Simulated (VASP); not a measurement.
# CdTe (F-43m) in VASP: band structure with HSE06

Aim: the band structure of CdTe with HSE06.

Program: VASP 6.6.1. These are calculated values, not measurements. Logs are shortened: lines on timing, memory, paths and dates and some standing lists are left out, and cuts for length are marked.

**What was measured.**

A printed reference work, data compilation reports, for a bulk crystal of CdTe at 0 K: band gap 1.607 eV.

The results are compared with them further down.

### Step 1. Starting point

Symmetry: F-43m, No. 216, cubic system. The conventional cell has a = 6.495 Å, b = 6.495 Å, c = 6.495 Å, α = 90.00°, β = 90.00°, γ = 90.00°. Cd (site symmetry -43m) is surrounded by 4 Te at 2.81 Å. Te (site symmetry -43m) has 4 Cd at 2.81 Å as nearest neighbours.

The cell is a database's computed one.

### Step 2. Band structure, HSE06

POSCAR reads:

```
CdTe
1.0
    0.0000000000      3.2476700000      3.2476700000
    3.2476700000      0.0000000000      3.2476700000
    3.2476700000      3.2476700000      0.0000000000
Cd Te
1 1
Direct
    0.0000000000      0.0000000000      0.0000000000
    0.7500000000      0.7500000000      0.7500000000
```

INCAR.step1 reads:

```
  ALGO = Normal
  EDIFF = 1E-5
  ENCUT = 520
  GGA = PE
  ISIF = 2
  ISMEAR = 0
  LASPH = True
  LCHARG = False
  LREAL = False
  LWAVE = True
  NELM = 80
  PREC = Accurate
  SIGMA = 0.02
```

INCAR.step2 reads:

```
  ALGO = Normal
  EDIFF = 1E-6
  ENCUT = 520
  GGA = PE
  HFSCREEN = 0.2
  ISIF = 2
  ISMEAR = 0
  ISTART = 1
  LASPH = True
  LCHARG = False
  LHFCALC = True
  LREAL = False
  LWAVE = False
  NELM = 80
  PREC = Accurate
  PRECFOCK = Fast
  SIGMA = 0.02
```

KPOINTS reads:

```
k-points
0
Gamma
  4 4 4
```

KPOINTS_OPT reads:

```
path GXWKGLUWLK,UX
10
line-mode
reciprocal
 0.0000000000  0.0000000000  0.0000000000  G
 0.5000000000  0.0000000000  0.5000000000  X

 0.5000000000  0.0000000000  0.5000000000  X
 0.5000000000  0.2500000000  0.7500000000  W

 0.5000000000  0.2500000000  0.7500000000  W
 0.3750000000  0.3750000000  0.7500000000  K

 0.3750000000  0.3750000000  0.7500000000  K
 0.0000000000  0.0000000000  0.0000000000  G

 0.0000000000  0.0000000000  0.0000000000  G
 0.5000000000  0.5000000000  0.5000000000  L

 0.5000000000  0.5000000000  0.5000000000  L
 0.6250000000  0.2500000000  0.6250000000  U

 0.6250000000  0.2500000000  0.6250000000  U
 0.5000000000  0.2500000000  0.7500000000  W

 0.5000000000  0.2500000000  0.7500000000  W
 0.5000000000  0.5000000000  0.5000000000  L

 0.5000000000  0.5000000000  0.5000000000  L
 0.3750000000  0.3750000000  0.7500000000  K

 0.6250000000  0.2500000000  0.6250000000  U
 0.5000000000  0.0000000000  0.5000000000  X
```

Potentials or basis: VASP PAW PBE potentials, release 64 (Cd, Te).

Command:

```
$ cat potpaw_PBE.64/Cd/POTCAR potpaw_PBE.64/Te/POTCAR > POTCAR
$ cp INCAR.step1 INCAR
$ mpirun -np 1 vasp_std > vasp.out
$ cp INCAR.step2 INCAR
$ mpirun -np 1 vasp_std > vasp.out
```

OUTCAR:

```text
EDIFF = 1E-6
   ENCUT = 520
   GGA = PE
   HFSCREEN = 0.2
   ISIF = 2
   ISMEAR = 0
   ISTART = 1
   LASPH = True
   LHFCALC = True
   LREAL = False
   NELM = 80
   PREC = Accurate
   PRECFOCK = Fast

 ion  position               nearest neighbor table
   1  0.000  0.000  0.000-   2 2.81   2 2.81   2 2.81   2 2.81
   2  0.750  0.750  0.750-   1 2.81   1 2.81   1 2.81   1 2.81

  LATTYP: Found a face centered cubic cell.
 ALAT       =     6.4953400000

  Lattice vectors:

 A1 = (   0.0000000000,   3.2476700000,   3.2476700000)
 A2 = (   3.2476700000,   0.0000000000,   3.2476700000)
 A3 = (   3.2476700000,   3.2476700000,   0.0000000000)

Analysis of symmetry for initial positions (statically):
=====================================================================
 Subroutine PRICEL returns:
 Original cell was already a primitive cell.

 Routine SETGRP: Setting up the symmetry group for a
 face centered cubic supercell.

 Subroutine GETGRP returns: Found 24 space group operations
 (whereof 24 operations were pure point group operations)
 out of a pool of 48 trial point group operations.

The static configuration has the point symmetry T_d .

Analysis of symmetry for dynamics (positions and initial velocities):
=====================================================================
 Subroutine PRICEL returns:
 Original cell was already a primitive cell.

 Routine SETGRP: Setting up the symmetry group for a
 face centered cubic supercell.

 Subroutine GETGRP returns: Found 24 space group operations
 (whereof 24 operations were pure point group operations)
 out of a pool of 48 trial point group operations.

The dynamic configuration has the point symmetry T_d .

 Subroutine INISYM returns: Found 24 space group operations
 (whereof 24 operations are pure point group operations),
 and found     1 'primitive' translations

----------------------------------------------------------------------------------------

                                     Primitive cell

  volume of cell :      68.5087

  direct lattice vectors                    reciprocal lattice vectors
     0.000000000  3.247670000  3.247670000    -0.153956529  0.153956529  0.153956529
     3.247670000  0.000000000  3.247670000     0.153956529 -0.153956529  0.153956529
     3.247670000  3.247670000  0.000000000     0.153956529  0.153956529 -0.153956529

  length of vectors
     4.592898960  4.592898960  4.592898960     0.266660530  0.266660530  0.266660530

  position of ions in fractional coordinates (direct lattice)
     0.000000000  0.000000000  0.000000000
     0.750000000  0.750000000  0.750000000

  ion indices of the primitive-cell ions
   primitive index   ion index
                 1           1
                 2           2

----------------------------------------------------------------------------------------

 KPOINTS: k-points

Automatic generation of k-mesh.
 Grid dimensions read from file:
 generate k-points for:    4    4    4

 Generating k-lattice:

  Cartesian coordinates                     Fractional coordinates (reciprocal lattice)
    -0.038489132  0.038489132  0.038489132     0.250000000  0.000000000  0.000000000
     0.038489132 -0.038489132  0.038489132     0.000000000  0.250000000  0.000000000
     0.038489132  0.038489132 -0.038489132     0.000000000  0.000000000  0.250000000

  Length of vectors
     0.066665133  0.066665133  0.066665133

  Shift w.r.t. Gamma in fractional coordinates (k-lattice)
     0.000000000  0.000000000  0.000000000

 Subroutine IBZKPT returns following result:
 ===========================================

 Found      8 irreducible k-points:

 Following reciprocal coordinates:
            Coordinates               Weight
  0.000000  0.000000  0.000000      1.000000
  0.250000  0.000000  0.000000      8.000000
  0.500000  0.000000  0.000000      4.000000
  0.250000  0.250000  0.000000      6.000000
  0.500000  0.250000  0.000000     24.000000
 -0.250000  0.250000  0.000000     12.000000
  0.500000  0.500000  0.000000      3.000000
 -0.250000  0.500000  0.250000      6.000000
   k-points           NKPTS =      8   k-points in BZ     NKDIM =     64   number of bands    NBANDS=     13
   number of dos      NEDOS =    301   number of ions     NIONS =      2
   total plane-waves  NPLWV =  46656
   dimension x,y,z NGX =    36 NGY =   36 NGZ =   36
   dimension x,y,z NGXF=    72 NGYF=   72 NGZF=   72
   ions per type =               1   1
   NGX,Y,Z   is equivalent  to a cutoff of  13.03, 13.03, 13.03 a.u.
   NGXF,Y,Z  is equivalent  to a cutoff of  26.06, 26.06, 26.06 a.u.
 SYSTEM =  unknown system
   PREC   = accura    normal or accurate (medium, high low for compatibility)
   ISTART =      1    job   : 0-new  1-cont  2-samecut
   ICHARG =      0    charge: 1-file 2-atom 10-const
   ISPIN  =      1    spin polarized calculation?
   LNONCOLLINEAR =      F non collinear calculations
   LSORBIT =      F    spin-orbit coupling
   LASPH  =      T    aspherical Exc in radial PAW
   ENCUT  =  520.0 eV  38.22 Ry    6.18 a.u.   8.54  8.54  8.54*2*pi/ulx,y,z
   NELM   =     80;   NELMIN=  2; NELMDL=  0     # of ELM steps
   EDIFF  = 0.1E-05   stopping-criterion for ELM
   LREAL  =      F    real-space projection
   EDIFFG = 0.1E-04   stopping-criterion for IOM
   NSW    =      0    number of steps for IOM
   IBRION =     -1    ionic relax: 0-MD 1-quasi-New 2-CG
   NFREE  =      0    steps in history (QN), initial steepest desc. (CG)
   ISIF   =      2    stress and relaxation
   ISYM   =      3    0-nonsym 1-usesym 2-fastsym
   POTIM  = 0.5000    time-step for ionic-motion
   TEBEG  =    0.0;   TEEND  =   0.0 temperature during run
   PSTRESS=    0.0 pullay stress
   NELECT =      18.0000    total number of electrons
   NUPDOWN=      -1.0000    fix difference up-down
   EMIN   =  10.00;   EMAX   =-10.00  energy-range for DOS
   EFERMI =   0.00;   METHOD = LEGACY
   ISMEAR =     0;   SIGMA  =   0.02  broadening in eV -4-tet -1-fermi 0-gaus
   EFERMI_NEDOS =   21; number of points for ismear=-14 and -15
   IALGO  =     38    algorithm
   IMIX   =      1    mixing-type and parameters
     AMIX     =   0.40;   BMIX     =  1.00
     AMIX_MAG =   1.60;   BMIX_MAG =  1.00
  volume/ion in A,a.u.               =      34.25       231.16
  Fermi-wavevector in a.u.,A,eV,Ry     =   1.048537  1.981448 14.958652  1.099430
  Thomas-Fermi vector in A             =   2.183463
   LORBIT       =      0    0 simple, 1 ext, 2 COOP (PROOUT), +10 PAW based schemes
   GGA     = PE    functional components
   LHFCALC =     T    Hartree Fock is set to
   PRECFOCK=fast      Normal, Fast or Accurate (Low or Medium for compatibility)
   ENCUT4O =  -1.0   cutoff for four orbital integrals eV
   NKREDX  =     1    reduce k-point grid by
   NKREDY  =     1    reduce k-point grid by
   NKREDZ  =     1    reduce k-point grid by
   AEXX    =    0.2500 exact exchange contribution
   HFSCREEN=    0.2000 screening length (either q_TF or 0.3 A-1)
   HFSCREENC=   0.2000 screening length for correlation (either q_TF or 0.3 A-1)
   ENCUTFOCK=  -1.0 apply spherical cutoff to Coloumb kernel
   IVDW    =     0    specifies the selected vdW correction
   LEPSILON=     F    determine dielectric tensor
   LRPA    =     F    only Hartree local field effects (RPA)
 non-spin polarized calculation
 Gauss-broadening in eV      SIGMA  =   0.02
  energy-cutoff  :      520.00
  volume of cell :       68.51
 maximum number of plane-waves:      1859
 NGX is ok and might be reduce to    36
  NGX = 20; NGY = 20; NGZ = 20

 number of electron      17.9999998 magnetization

 Free energy of the ion-electron system (eV)
  ---------------------------------------------------
  ext. energy  EPLUGINS =         0.00000000
  ---------------------------------------------------
  free energy    TOTEN  =        -6.00109687 eV

  energy without entropy =       -6.00109687  energy(sigma->0) =       -6.00109687

 E-fermi :   1.9097     XC(G=0):  -7.1230

 val. band max:        1.7787738427   @ k =   0.0000   0.0000   0.0000
 cond. band min:       3.3386745440   @ k =   0.0000   0.0000   0.0000
 fundamental gap:      1.5599007013
 Fermi energy:         1.9097420764

 k-point     1 :       0.0000    0.0000    0.0000
  band No.  band energies     occupation
      1     -10.3168      2.00000
      2      -7.8052      2.00000
      3      -7.8052      2.00000
      4      -7.8052      2.00000
      5      -7.5465      2.00000
      6      -7.5465      2.00000
      7       1.7788      2.00000
      8       1.7788      2.00000
      9       1.7788      2.00000
     10       3.3387      0.00000
     11       7.2717      0.00000
     12       7.2717      0.00000
     13       7.2717      0.00000

 k-point     2 :       0.2500    0.0000    0.0000
  band No.  band energies     occupation
      1     -10.1180      2.00000
      2      -7.7707      2.00000
      3      -7.7707      2.00000
      4      -7.5660      2.00000
      5      -7.5471      2.00000
      6      -7.5471      2.00000
      7      -1.0631      2.00000
      8       1.3295      2.00000
      9       1.3296      2.00000
     10       4.5868      0.00000
     11       7.8477      0.00000
     12       7.8478      0.00000
     13       8.0424      0.00000

 k-point     3 :       0.5000    0.0000    0.0000
  band No.  band energies     occupation
      1      -9.9363      2.00000
      2      -7.7433      2.00000
      3      -7.7433      2.00000
      4      -7.5393      2.00000
      5      -7.5393      2.00000
      6      -7.1022      2.00000
      7      -2.9227      2.00000
      8       0.9597      2.00000
      9       0.9597      2.00000
     10       4.4110      0.00000
     11       7.8526      0.00000
     12       7.8526      0.00000
     13       9.7748      0.00000
[... 49 lines left out ...]
 k-point     7 :       0.5000    0.5000    0.0000
  band No.  band energies     occupation
      1      -9.8291      2.00000
      2      -7.6495      2.00000
      3      -7.6495      2.00000
      4      -7.6387      2.00000
      5      -7.5184      2.00000
      6      -6.9178      2.00000
      7      -2.7931      2.00000
      8      -0.1984      2.00000
      9      -0.1984      2.00000
     10       5.0810      0.00000
     11       5.2684      0.00000
     12      11.7497      0.00000
     13      12.1395      0.00000

 k-point     8 :      -0.2500    0.5000    0.2500
  band No.  band energies     occupation
      1      -9.8314      2.00000
      2      -7.6883      2.00000
      3      -7.6775      2.00000
      4      -7.5762      2.00000
      5      -7.5456      2.00000
      6      -6.8398      2.00000
      7      -2.6319      2.00000
      8      -0.6996      2.00000
      9      -0.5248      2.00000
     10       7.0476      0.00000
     11       7.2374      0.00000
     12       8.2615      0.00000
     13       8.9335      0.00000

------------------------ aborting loop because EDIFF is reached ----------------------------------------

  FORCE on cell =-STRESS in cart. coord.  units (eV):
  Direction    XX          YY          ZZ          XY          YZ          ZX
  --------------------------------------------------------------------------------------
  -------------------------------------------------------------------------------------
  Total        0.6391857      0.6391857      0.6391857     -0.0000000     -0.0000000      0.0000000
  in kB       14.9483047     14.9483047     14.9483047     -0.0000000     -0.0000000      0.0000000
  external PRESSURE =      14.9483047 kB  Pullay stress =       0.0000000 kB

 VOLUME and BASIS-vectors are now :
 -----------------------------------------------------------------------------
  energy-cutoff  :      520.00
  volume of cell :       68.51
      direct lattice vectors                 reciprocal lattice vectors
     0.000000000  3.247670000  3.247670000    -0.153956529  0.153956529  0.153956529
     3.247670000  0.000000000  3.247670000     0.153956529 -0.153956529  0.153956529
     3.247670000  3.247670000  0.000000000     0.153956529  0.153956529 -0.153956529

 POSITION                                       TOTAL-FORCE (eV/Angst)
 -----------------------------------------------------------------------------------
      0.00000      0.00000      0.00000        -0.000000     -0.000000     -0.000000
      4.87150      4.87150      4.87150         0.000000      0.000000      0.000000
 -----------------------------------------------------------------------------------
    total drift:                                0.000005      0.000004      0.000004

  FREE ENERGIE OF THE ION-ELECTRON SYSTEM (eV)
  ---------------------------------------------------
  free  energy   TOTEN  =        -6.0010968705 eV

  energy  without entropy=       -6.0010968705  energy(sigma->0) =       -6.00109687
```

Run time: 27 min. Hardware: 1 thread of AMD EPYC 9R14 (Zen 4), shared host; peak memory 0.3 GiB.

Results:

```yaml
Free_energy: -6.0011 eV
Pressure: 1.5 GPa
Band_gap_on_the_k_mesh: 1.56 eV, direct
Band_gap_along_the_path: 1.56 eV, direct
```

Levels at the corners of the path, in eV from the valence-band top:
| point | band 6 | band 7 | band 8 | band 9 | band 10 | band 11 | band 12 | band 13 |
| --- | --- | --- | --- | --- | --- | --- | --- | --- |
| Γ | -9.33 | 0.00 | 0.00 | 0.00 | 1.56 | 5.49 | 5.49 | 5.49 |
| X | -8.70 | -4.57 | -1.98 | -1.98 | 3.30 | 3.49 | 9.97 | 10.36 |
| X | -8.70 | -4.57 | -1.98 | -1.98 | 3.30 | 3.49 | 9.97 | 10.36 |
| W | -8.62 | -4.41 | -2.48 | -2.30 | 5.27 | 5.46 | 6.48 | 7.15 |
| W | -8.62 | -4.41 | -2.48 | -2.30 | 5.27 | 5.46 | 6.48 | 7.15 |
| K | -8.66 | -4.44 | -2.71 | -1.64 | 3.68 | 5.42 | 8.34 | 8.55 |
| K | -8.66 | -4.44 | -2.71 | -1.64 | 3.68 | 5.42 | 8.33 | 8.55 |
| Γ | -9.33 | 0.00 | 0.00 | 0.00 | 1.56 | 5.49 | 5.49 | 5.49 |
| Γ | -9.33 | 0.00 | 0.00 | 0.00 | 1.56 | 5.49 | 5.49 | 5.49 |
| L | -8.88 | -4.70 | -0.82 | -0.82 | 2.63 | 6.07 | 6.07 | 8.00 |
| L | -8.88 | -4.70 | -0.82 | -0.82 | 2.63 | 6.07 | 6.07 | 8.00 |
| U | -8.66 | -4.44 | -2.71 | -1.64 | 3.68 | 5.42 | 8.33 | 8.52 |
| U | -8.66 | -4.44 | -2.71 | -1.64 | 3.68 | 5.42 | 8.33 | 8.54 |
| W | -8.62 | -4.41 | -2.48 | -2.30 | 5.27 | 5.46 | 6.48 | 7.15 |
| W | -8.62 | -4.41 | -2.48 | -2.30 | 5.27 | 5.46 | 6.48 | 7.15 |
| L | -8.88 | -4.70 | -0.82 | -0.82 | 2.63 | 6.07 | 6.07 | 8.00 |
| L | -8.88 | -4.70 | -0.82 | -0.82 | 2.63 | 6.07 | 6.07 | 8.00 |
| K | -8.66 | -4.44 | -2.71 | -1.64 | 3.68 | 5.42 | 8.33 | 8.54 |
| U | -8.66 | -4.44 | -2.71 | -1.64 | 3.68 | 5.42 | 8.34 | 8.52 |
| X | -8.70 | -4.57 | -1.98 | -1.98 | 3.30 | 3.49 | 9.98 | 10.36 |

Caveat: the PAW data sets were made with another functional, which shifts forces and pressure a little; spin-orbit coupling is left out, which moves the levels of the heavy elements.

### Step 3. Comparison with measurements

Step 2. Measured gap of CdTe: 1.607 eV (0 K; a printed reference work, data compilation). This calculation gives 1.56 eV (-0.05 eV). Spin-orbit coupling on Cd, Te is left out. The value is that of HSE06, without temperature or zero-point motion. The cell is a database's relaxed one, not the measured one, which moves gaps too.
